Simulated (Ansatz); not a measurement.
**AlN and the effect of the strain (εxx = s, εyy = s)**

```xyz
2
Lattice="0.0000 2.1840 2.1840 2.1840 0.0000 2.1840 2.1840 2.1840 0.0000" Properties=species:S:1:pos:R:3 pbc="T T T"
Al    0.0000    0.0000    0.0000
N     1.0920    1.0920    1.0920
```

Measurements of this composition are mostly on another form, of space group No. 186.

Kept alike: task band structure; functional PBEsol; k mesh 9 × 9 × 9; occupations fermi-dirac, width 0.05 eV; no spin polarisation. Program: Ansatz, Ansatz PAW, cutoff 420 eV. The mesh is that of the run's cell of 2 atoms. No spin-orbit coupling.

| s | free energy over the lowest row (meV/atom) |
| --- | --- |
| -0.02 | 15.80 |
| -0.01 | 4.81 |
| 0 | 0.00 |
| 0.01 | 1.16 |

The cell shown is the unstrained one; x, y and z are its Cartesian axes; atoms keep their fractions. All rows use potentials made for PBE.

Task: What does the strain (εxx = s, εyy = s) change here?

Result: The free energy is lowest at 0, and 15.80 meV an atom higher at -0.02.
